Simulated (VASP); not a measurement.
# InSe: what each functional gives, and what it costs, part 2 of 4

Wanted: bands and gap of InSe from one functional after another. LASPH is on for some levels and off for others; the table marks which. The start is a cell from a database of measured crystal structures.

VASP 6.6.1, plane waves and PAW; the level of theory is named at each step.

Still holding for the runs below: Spin-orbit coupling is off here; with elements this heavy it splits and shifts levels by tenths of an eV or more.

So far, least gap on mesh and path (eV): step 2 (bands, level LDA) 0.180.

### 3. Bands with PBEsol

This step: PBEsol; plane waves and PAW (In_d, Se) (VASP 6.6.1).

PBEsol restores the gradient expansion of exchange and is tuned for the cells of solids.

INCAR

```
SYSTEM = InSe
PREC = Accurate
ENCUT = 400
EDIFF = 1E-06
NELM = 100
ISMEAR = 0
SIGMA = 0.02
LREAL = .FALSE.
ALGO = Normal
GGA = PS
NBANDS = 33
LORBIT = 11
LWAVE = .FALSE.
LCHARG = .FALSE.
KPAR = 8
```

POSCAR

```
InSe
1.0
    2.0000000000      1.1547005384      8.3166666667
   -2.0000000000      1.1547005384      8.3166666667
    0.0000000000     -2.3094010768      8.3166666667
In Se
2 2
Direct
    0.0000000000      0.0000000000      0.0000000000
    0.1122000000      0.1122000000      0.1122000000
    0.6155000000      0.6155000000      0.6155000000
    0.8300000000      0.8300000000      0.8300000000
```

KPOINTS

```
Automatic mesh
0
Gamma
4 4 4
0 0 0
```

KPOINTS_OPT

```
Line mode
16
Line-mode
Reciprocal
  0.00000000   0.00000000   0.00000000 GAMMA
  0.50000000   0.00000000   0.00000000 L

  0.50000000   0.00000000   0.00000000 L
  0.50000000   0.17951802  -0.17951802 B1

  0.82048198   0.50000000   0.17951802 B
  0.50000000   0.50000000   0.50000000 Z

  0.50000000   0.50000000   0.50000000 Z
  0.00000000   0.00000000   0.00000000 GAMMA

  0.00000000   0.00000000   0.00000000 GAMMA
  0.33975901   0.00000000  -0.33975901 X

  0.66024099   0.33975901   0.00000000 Q
  0.50000000   0.50000000   0.00000000 F

  0.50000000   0.50000000   0.00000000 F
  0.66024099   0.66024099   0.17951802 P1

  0.66024099   0.66024099   0.17951802 P1
  0.50000000   0.50000000   0.50000000 Z

  0.50000000   0.00000000   0.00000000 L
  0.82048198   0.33975901   0.33975901 P
```

Potentials, in the order of the species: In_d and Se (PBE family, release 64).

Run with:

```
$ mpirun -np 8 vasp_std
```

Log:

```text
[banner, memory and clock lines left out]
running    8 mpi-ranks, on    1 nodes
 distrk:  each k-point on    1 cores,    8 groups
 distr:  one band on    1 cores,    1 groups

 POSCAR found type information on POSCAR InSe
 POSCAR found :  2 types and       4 ions
 [... a notice as in an earlier step ...]

 [... a notice as in an earlier step ...]

 LDA part: xc-table for (Slater+PW92), standard interpolation
 POSCAR, INCAR and KPOINTS ok, starting setup
 FFT: planning ... GRIDC
 FFT: planning ... GRID_SOFT
 FFT: planning ... GRID
 WAVECAR not read
 entering main loop
       N       E                     dE             d eps       ncg     rms          rms(c)
DAV:   1     0.321638455027E+03    0.32164E+03   -0.14246E+04   866   0.106E+03
DAV:   2     0.223544191564E+02   -0.29928E+03   -0.28387E+03   883   0.312E+02
DAV:   3    -0.143515543601E+02   -0.36706E+02   -0.36094E+02  1060   0.119E+02
DAV:   4    -0.159219966905E+02   -0.15704E+01   -0.15669E+01  1036   0.259E+01
DAV:   5    -0.159954848669E+02   -0.73488E-01   -0.73478E-01  1340   0.517E+00    0.653E+00
DAV:   6    -0.155485237928E+02    0.44696E+00   -0.66011E-01  1249   0.129E+01    0.396E+00
DAV:   7    -0.155148068874E+02    0.33717E-01   -0.27768E-01  1228   0.349E+00    0.113E+00
DAV:   8    -0.155116540541E+02    0.31528E-02   -0.26255E-02  1275   0.149E+00    0.526E-01
DAV:   9    -0.155117947077E+02   -0.14065E-03   -0.40650E-03  1066   0.412E-01    0.135E-01
DAV:  10    -0.155118353039E+02   -0.40596E-04   -0.25903E-04  1106   0.104E-01    0.645E-02
DAV:  11    -0.155118943450E+02   -0.59041E-04   -0.89198E-05  1122   0.723E-02    0.193E-02
DAV:  12    -0.155118908387E+02    0.35063E-05   -0.12554E-05  1315   0.343E-02    0.135E-02
DAV:  13    -0.155118934860E+02   -0.26473E-05   -0.38803E-06   834   0.792E-03    0.548E-03
DAV:  14    -0.155118938453E+02   -0.35928E-06   -0.93647E-07   810   0.109E-02
   1 F= -.15511894E+02 E0= -.15511894E+02  d E =-.180314E-22
 Start KPOINTS_OPT (optional k-point list driver)
k-point batch [1-13\144]
       N       E                     dE             ncg
DAV:   1     0.151578028620E+04   -0.37176E+04      858
DAV:   2    -0.239805507777E+04   -0.39138E+04      866
DAV:   3    -0.289423718376E+04   -0.49618E+03     1056
DAV:   4    -0.291663993182E+04   -0.22403E+02     1011
DAV:   5    -0.291762952613E+04   -0.98959E+00     1340
DAV:   6    -0.291764255195E+04   -0.13026E-01     1052
DAV:   7    -0.291764313706E+04   -0.58511E-03     1308
DAV:   8    -0.291764314923E+04   -0.12164E-04     1100
DAV:   9    -0.291764314958E+04   -0.35435E-06      708
[...]
k-point batch [144-144\144]
       N       E                     dE             ncg
DAV:   1     0.120554871255E+05   -0.91434E+03       66
DAV:   2     0.117664326747E+05   -0.28905E+03       66
DAV:   3     0.117329358282E+05   -0.33497E+02       75
DAV:   4     0.117314780022E+05   -0.14578E+01       84
DAV:   5     0.117314108678E+05   -0.67134E-01      100
DAV:   6     0.117314093299E+05   -0.15379E-02       92
DAV:   7     0.117314092960E+05   -0.33859E-04       92
DAV:   8     0.117314092951E+05   -0.87662E-06       84
```

Run time: 3.3 min. Hardware: 8 MPI ranks of AMD EPYC 7R43, shared host; peak memory 3.1 GiB.

Parts of OUTCAR (step 3):

```text
The static configuration has the point symmetry C_3v.

 Found     13 irreducible k-points:

   NELECT =      38.0000    total number of electrons

 E-fermi :   4.3124

 k-point     1 :       0.0000    0.0000    0.0000
  band No.  band energies     occupation
    ...
     15       2.5119      2.00000
     16       2.8056      2.00000
     17       2.8056      2.00000
     18       2.9382      2.00000
     19       2.9382      2.00000
     20       5.8451      0.00000
     21       6.1296      0.00000
     22       8.4498      0.00000
     23       8.4498      0.00000
     24       9.1866      0.00000
    ...

 k-point     2 :       0.2500    0.0000    0.0000
  band No.  band energies     occupation
    ...
     15       0.5680      2.00000
     16       2.1357      2.00000
     17       2.2013      2.00000
     18       2.3915      2.00000
     19       3.0942      2.00000
     20       6.0453      0.00000
     21       6.2645      0.00000
     22       8.0613      0.00000
     23       8.3042      0.00000
     24       8.8206      0.00000
    ...

  Total        0.6218383      0.6218383     -0.1570668      0.0000000     -0.0000000      0.0000000
  in kB        8.6454613      8.6454613     -2.1837104      0.0000000     -0.0000000      0.0000000
  external PRESSURE =       5.0357374 kB  Pullay stress =       0.0000000 kB

 POSITION                                       TOTAL-FORCE (eV/Angst)
 -----------------------------------------------------------------------------------
      0.00000      0.00000      0.00000         0.000000      0.000000      0.160346
      0.00000      0.00000      2.79939         0.000000      0.000000     -0.158310
      0.00000      0.00000     15.35673         0.000000     -0.000000     -0.037753
      0.00000      0.00000     20.70850         0.000000     -0.000000      0.035717
 -----------------------------------------------------------------------------------
    total drift:                                0.000000     -0.000000     -0.000141

  FREE ENERGIE OF THE ION-ELECTRON SYSTEM (eV)
  ---------------------------------------------------
  free  energy   TOTEN  =       -15.5118938453 eV

  energy  without entropy=      -15.5118938453  energy(sigma->0) =      -15.51189385

 total charge
# of ion       s       p       d       tot
------------------------------------------
    1        0.856   0.675   9.886  11.417
    2        0.856   0.677   9.886  11.419
    3        1.474   2.331   0.023   3.829
    4        1.473   2.332   0.024   3.830
--------------------------------------------------
tot          4.661   6.016  19.819  30.495

[... 8 parts as in an earlier step ...]

[... 5 further parts left out ...]
```

The PAW data sets were made with PBE, which is usual practice but a small mismatch for other functionals.

Numbers from this step:

| Item | Value |
| --- | --- |
| SCF cycles | 14 |
| free energy (TOTEN) | -15.51 eV |
| Fermi energy | 4.312 eV |
| pressure | 0.5036 GPa |
| least gap on mesh and path | 0.2755 eV |
| least direct gap on mesh and path | 0.2755 eV |

Electronic bands along the path, in eV, zero at the valence-band top; v1 is the highest filled band, c1 the lowest empty one:

| point | v4 | v3 | v2 | v1 | c1 | c2 | c3 | c4 |
| --- | --- | --- | --- | --- | --- | --- | --- | --- |
| Γ | -1.36 | -1.36 | -1.23 | -1.23 | 1.68 | 1.96 | 4.28 | 4.28 |
| 0.47 of the way | -2.01 | -1.91 | -1.72 | -1.07 | 1.98 | 2.15 | 3.95 | 4.10 |
| L | -2.50 | -2.42 | -2.26 | -1.72 | 1.03 | 1.90 | 3.54 | 3.89 |
| 0.47 of the way | -3.35 | -2.98 | -2.21 | -1.58 | 1.73 | 2.26 | 3.31 | 4.20 |
| B1 | -3.75 | -2.61 | -2.32 | -1.81 | 1.56 | 2.38 | 3.24 | 4.31 |
| jump to B | -3.75 | -2.61 | -2.32 | -1.81 | 1.56 | 2.38 | 3.24 | 4.31 |
| 0.53 of the way | -2.92 | -2.37 | -2.00 | -0.63 | 2.24 | 2.69 | 3.84 | 4.31 |
| Z | -1.43 | -1.15 | -1.15 | 0.00 | 0.28 | 2.03 | 4.18 | 4.18 |
| 0.53 of the way | -1.40 | -1.19 | -1.19 | -1.06 | 1.21 | 2.02 | 4.23 | 4.23 |
| Γ | -1.36 | -1.36 | -1.23 | -1.23 | 1.68 | 1.96 | 4.28 | 4.28 |
| 0.53 of the way | -2.61 | -2.58 | -1.80 | -1.04 | 2.03 | 2.36 | 3.33 | 4.40 |
| X | -3.77 | -2.65 | -2.30 | -1.78 | 1.63 | 2.26 | 3.29 | 4.27 |
| jump to Q | -3.77 | -2.65 | -2.30 | -1.78 | 1.63 | 2.26 | 3.29 | 4.27 |
| 0.53 of the way | -2.89 | -2.70 | -2.54 | -1.63 | 1.52 | 1.99 | 3.52 | 4.04 |
| F | -2.75 | -2.58 | -2.06 | -1.56 | 1.01 | 1.90 | 3.17 | 3.43 |
| 0.53 of the way | -2.72 | -2.58 | -2.07 | -1.62 | 1.10 | 1.83 | 3.18 | 3.50 |
| P1 | -2.67 | -2.55 | -2.10 | -1.72 | 1.27 | 1.70 | 3.23 | 3.64 |
| 0.53 of the way | -2.87 | -1.98 | -1.58 | -0.51 | 1.86 | 2.48 | 3.86 | 4.20 |
| Z | -1.43 | -1.15 | -1.15 | 0.00 | 0.28 | 2.03 | 4.18 | 4.18 |
| jump to L | -2.50 | -2.42 | -2.26 | -1.72 | 1.03 | 1.90 | 3.54 | 3.89 |
| 0.47 of the way | -2.49 | -2.48 | -2.19 | -1.79 | 1.20 | 1.73 | 3.43 | 3.87 |
| P | -2.67 | -2.55 | -2.10 | -1.72 | 1.27 | 1.70 | 3.23 | 3.64 |

Of the projections kept (In, Se), the largest for each band there; the rest of the weight can lie on other orbitals:

| point | v4 | v3 | v2 | v1 | c1 | c2 | c3 | c4 |
| --- | --- | --- | --- | --- | --- | --- | --- | --- |
| Γ | Se 0.87 | Se 0.87 | Se 0.84 | Se 0.84 | Se 0.64 | In 0.70 | In 0.83 | In 0.83 |
| L | Se 0.70 | Se 0.80 | Se 0.75 | Se 0.58 | In 0.56 | In 0.55 | In 0.63 | In 0.66 |
| B1 | Se 0.72 | Se 0.75 | Se 0.75 | In 0.55 | In 0.57 | In 0.59 | Se 0.53 | In 0.50 |
| B | Se 0.72 | Se 0.75 | Se 0.75 | In 0.55 | In 0.57 | In 0.59 | Se 0.53 | In 0.50 |
| Z | Se 0.85 | Se 0.86 | Se 0.86 | Se 0.74 | Se 0.51 | In 0.61 | In 0.83 | In 0.83 |
| Γ | Se 0.87 | Se 0.87 | Se 0.84 | Se 0.84 | Se 0.64 | In 0.70 | In 0.83 | In 0.83 |

Force by atom:

| atom | x (eV/Å) | y (eV/Å) | z (eV/Å) | size |
| --- | --- | --- | --- | --- |
| In1 | 0.000 | 0.000 | 0.160 | 0.160 |
| In2 | 0.000 | 0.000 | -0.158 | 0.158 |
| Se3 | 0.000 | 0.000 | -0.038 | 0.038 |
| Se4 | 0.000 | 0.000 | 0.036 | 0.036 |

The gap is 0.28 eV, direct at Z. Against LDA that is +0.10 eV; the cost is about the same.

### 4. Bands with r2SCAN

This step: r2SCAN; plane waves and PAW (In_d, Se) (VASP 6.6.1).

r2SCAN adds the kinetic-energy density, costs more than a GGA and is run with LASPH.

INCAR: that of step 3 with these lines changed.

```diff
@@ -9,3 +9,4 @@
 ALGO = Normal
-GGA = PS
+METAGGA = R2SCAN
+LASPH = .TRUE.
 NBANDS = 33
```

POSCAR is that of step 3.

KPOINTS is that of step 3.

KPOINTS_OPT is that of step 3.

Run with:

```
$ mpirun -np 8 vasp_std
```

Log:

```text
[banner, memory and clock lines left out]
running    8 mpi-ranks, on    1 nodes
[...]
[... a notice as in an earlier step ...]

 [... a notice as in an earlier step ...]

 LDA part: xc-table for (None), standard interpolation
 POSCAR, INCAR and KPOINTS ok, starting setup
[...]
entering main loop
       N       E                     dE             d eps       ncg     rms          rms(c)
DAV:   1     0.263747992722E+03    0.26375E+03   -0.14564E+04   866   0.108E+03
DAV:   2    -0.439155289959E+02   -0.30766E+03   -0.29175E+03   891   0.319E+02
DAV:   3    -0.819834245326E+02   -0.38068E+02   -0.37431E+02  1044   0.122E+02
DAV:   4    -0.836377562917E+02   -0.16543E+01   -0.16507E+01  1036   0.269E+01
[...]
DAV:  11    -0.763772583614E+02   -0.50927E-04   -0.15503E-04  1050   0.750E-02    0.552E-02
DAV:  12    -0.763772541872E+02    0.41742E-05   -0.25576E-05  1028   0.284E-02    0.148E-02
DAV:  13    -0.763772540641E+02    0.12304E-06   -0.33032E-06   972   0.110E-02
   1 F= -.76377254E+02 E0= -.76377254E+02  d E =-.213861E-12
 Start KPOINTS_OPT (optional k-point list driver)
k-point batch [1-13\144]
       N       E                     dE             ncg
DAV:   1     0.144117300514E+04   -0.37922E+04      858
DAV:   2    -0.259620204264E+04   -0.40374E+04      858
DAV:   3    -0.311682673539E+04   -0.52062E+03     1040
DAV:   4    -0.313976419589E+04   -0.22937E+02     1004
DAV:   5    -0.314090244755E+04   -0.11383E+01     1444
DAV:   6    -0.314091391209E+04   -0.11465E-01     1036
DAV:   7    -0.314091460008E+04   -0.68799E-03     1460
DAV:   8    -0.314091461045E+04   -0.10375E-04      988
DAV:   9    -0.314091461078E+04   -0.32736E-06      700
[...]
k-point batch [144-144\144]
       N       E                     dE             ncg
DAV:   1     0.120479383768E+05   -0.92189E+03       66
DAV:   2     0.117506176428E+05   -0.29732E+03       66
DAV:   3     0.117156818739E+05   -0.34936E+02       75
DAV:   4     0.117141843985E+05   -0.14975E+01       84
DAV:   5     0.117141078214E+05   -0.76577E-01      100
DAV:   6     0.117141059211E+05   -0.19003E-02      100
DAV:   7     0.117141058852E+05   -0.35863E-04      100
DAV:   8     0.117141058851E+05   -0.16391E-06       76
```

The job ended after 12 min (8 MPI ranks; peak memory 3.2 GiB).

Parts of OUTCAR (step 4):

```text
  Total        1.2647264      1.2647264      0.5584337      0.0000000      0.0000000      0.0000000
  in kB       17.5835780     17.5835780      7.7639426      0.0000000      0.0000000      0.0000000
  external PRESSURE =      14.3103662 kB  Pullay stress =       0.0000000 kB

 POSITION                                       TOTAL-FORCE (eV/Angst)
 -----------------------------------------------------------------------------------
      0.00000      0.00000      0.00000         0.000000     -0.000000      0.088800
      0.00000      0.00000      2.79939         0.000000     -0.000000     -0.084202
      0.00000      0.00000     15.35673         0.000000     -0.000000      0.049163
      0.00000      0.00000     20.70850         0.000000      0.000000     -0.053761
 -----------------------------------------------------------------------------------
    total drift:                               -0.000000     -0.000000     -0.001479

  FREE ENERGIE OF THE ION-ELECTRON SYSTEM (eV)
  ---------------------------------------------------
  free  energy   TOTEN  =       -76.3772540641 eV

  energy  without entropy=      -76.3772540641  energy(sigma->0) =      -76.37725406

[... 2 parts as in an earlier step ...]

[... 1 further part left out ...]
[key lines of the parts left out:]
E-fermi :   4.1665
```

The electronic bands at the labelled points (eV, zero at the valence-band top; v1 is the highest filled band, c1 the lowest empty one):

| point | v4 | v3 | v2 | v1 | c1 | c2 | c3 | c4 |
| --- | --- | --- | --- | --- | --- | --- | --- | --- |
| Γ | -1.44 | -1.44 | -1.31 | -1.31 | 2.10 | 2.54 | 4.66 | 4.66 |
| 0.47 of the way | -2.06 | -1.99 | -1.80 | -1.09 | 2.38 | 2.55 | 4.45 | 4.60 |
| L | -2.53 | -2.51 | -2.35 | -1.76 | 1.39 | 2.29 | 3.99 | 4.34 |
| 0.47 of the way | -3.41 | -3.06 | -2.26 | -1.63 | 2.04 | 2.62 | 3.72 | 4.65 |
| B1 | -3.83 | -2.66 | -2.38 | -1.87 | 1.85 | 2.75 | 3.62 | 4.75 |
| jump to B | -3.83 | -2.66 | -2.38 | -1.87 | 1.85 | 2.75 | 3.62 | 4.75 |
| 0.53 of the way | -2.98 | -2.44 | -2.06 | -0.65 | 2.65 | 3.02 | 4.34 | 4.74 |
| Z | -1.51 | -1.23 | -1.23 | 0.00 | 0.81 | 2.59 | 4.57 | 4.57 |
| 0.53 of the way | -1.48 | -1.26 | -1.26 | -0.96 | 1.63 | 2.59 | 4.62 | 4.62 |
| Γ | -1.44 | -1.44 | -1.31 | -1.31 | 2.10 | 2.54 | 4.66 | 4.66 |
| 0.53 of the way | -2.67 | -2.64 | -1.86 | -1.08 | 2.42 | 2.70 | 3.73 | 4.87 |
| X | -3.85 | -2.71 | -2.36 | -1.84 | 1.90 | 2.65 | 3.67 | 4.72 |
| jump to Q | -3.85 | -2.71 | -2.36 | -1.84 | 1.90 | 2.65 | 3.67 | 4.72 |
| 0.53 of the way | -2.94 | -2.77 | -2.61 | -1.68 | 1.87 | 2.32 | 3.96 | 4.47 |
| F | -2.81 | -2.67 | -2.15 | -1.60 | 1.41 | 2.25 | 3.62 | 3.89 |
| 0.53 of the way | -2.78 | -2.66 | -2.16 | -1.65 | 1.49 | 2.18 | 3.64 | 3.96 |
| P1 | -2.72 | -2.64 | -2.18 | -1.75 | 1.66 | 2.05 | 3.69 | 4.09 |
| 0.53 of the way | -2.93 | -2.06 | -1.66 | -0.52 | 2.29 | 2.88 | 4.34 | 4.70 |
| Z | -1.51 | -1.23 | -1.23 | 0.00 | 0.81 | 2.59 | 4.57 | 4.57 |
| jump to L | -2.53 | -2.51 | -2.35 | -1.76 | 1.39 | 2.29 | 3.99 | 4.34 |
| 0.47 of the way | -2.56 | -2.53 | -2.28 | -1.82 | 1.56 | 2.12 | 3.88 | 4.32 |
| P | -2.72 | -2.64 | -2.18 | -1.75 | 1.66 | 2.05 | 3.69 | 4.09 |

Of the projections kept (In, Se), the largest for each band there; the rest of the weight can lie on other orbitals:

| point | v4 | v3 | v2 | v1 | c1 | c2 | c3 | c4 |
| --- | --- | --- | --- | --- | --- | --- | --- | --- |
| Γ | Se 0.87 | Se 0.87 | Se 0.84 | Se 0.84 | Se 0.61 | In 0.70 | In 0.83 | In 0.83 |
| L | Se 0.71 | Se 0.80 | Se 0.75 | Se 0.58 | In 0.57 | In 0.57 | In 0.64 | In 0.68 |
| B1 | Se 0.72 | Se 0.75 | Se 0.75 | In 0.56 | In 0.58 | In 0.61 | Se 0.51 | In 0.52 |
| B | Se 0.72 | Se 0.75 | Se 0.75 | In 0.56 | In 0.58 | In 0.61 | Se 0.51 | In 0.52 |
| Z | Se 0.85 | Se 0.86 | Se 0.86 | Se 0.74 | In 0.51 | In 0.63 | In 0.84 | In 0.84 |
| Γ | Se 0.87 | Se 0.87 | Se 0.84 | Se 0.84 | Se 0.61 | In 0.70 | In 0.83 | In 0.83 |

The gap is 0.81 eV, direct at Z. Against LDA that is +0.62 eV; this run took 4.0 times the core time.

[end of part 2 of 4]

[Lines on the potential files, build, host, timing and source positions are cut from VASP's logs without a mark.]

[Logs are printed without paths, hosts, clocks, repeated set-up lines and the standing remarks that a program may print on its own settings, such as how far it seeks lower states.]

[Hosts, paths, dates, database ids (printed as entryN), source tags and the programs' standing remarks are cut or masked in the printed files.]

[A measured line is paired with the nearest computed mode of its activity, which favours agreement.]
